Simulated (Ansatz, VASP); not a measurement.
Nb: VASP beside Ansatz

File INCAR:

```
SYSTEM = Nb
PREC = Accurate
ENCUT = 520
EDIFF = 1E-6
ISMEAR = 0
SIGMA = 0.1
LREAL = .False.
LASPH = .True.
NELM = 80
ALGO = Fast
ISIF = 2
LWAVE = .False.
LCHARG = .False.
GGA = PS
NBANDS = 12
```

KPOINTS

```
Automatic mesh
0
Gamma
  18 18 18
  0 0 0
```

POSCAR

```
Nb
1.0
   -1.6890396871      1.6890396871      1.6890396871
    1.6890396871     -1.6890396871      1.6890396871
    1.6890396871      1.6890396871     -1.6890396871
Nb
1
Direct
    0.0000000000      0.0000000000      0.0000000000
```

Input for Ansatz:

```yaml
crystal:
  lattice:
    - [-1.6890396871, 1.6890396871, 1.6890396871]
    - [1.6890396871, -1.6890396871, 1.6890396871]
    - [1.6890396871, 1.6890396871, -1.6890396871]
  atoms:
    - { symbol: Nb, position: [0.0, 0.0, 0.0] }
basis:
  ecutwfc: 420
kpoints:
  mp_grid: { grid: [18, 18, 18] }
hamiltonian:
  xc: pbesol
scf:
  occupations: { method: gaussian, width: 0.1 }
output:
  forces: true
  stress: true
  eigenvalues: true
```

Alike in both runs: task single point; functional PBEsol; k mesh 18 × 18 × 18; occupations gaussian, width 0.1 eV; no spin polarisation.

|  | VASP | Ansatz |
| --- | --- | --- |
| version | VASP 6.6.1 | Ansatz 0.2.0 |
| potentials or method | VASP PAW PBE potentials, release 64 (Nb_sv) | scalar-relativistic, plane waves, PAW |
| plane-wave cutoff (eV) | 520 | 420 |
| valence electrons in the cell | 13 | 13 |

Ansatz gave:

- gap on the k mesh at the Fermi level (eV): none
- pressure (GPa): -14.5

Task: What did VASP give for the same quantities?

Result: gap on the k mesh at the Fermi level (eV): none; pressure (GPa): -14.7.

A gap of «none» marks a metal or a gap that the smearing closes.

Caveats: the PAW data sets were made with another functional, which shifts forces and pressure a little (VASP).
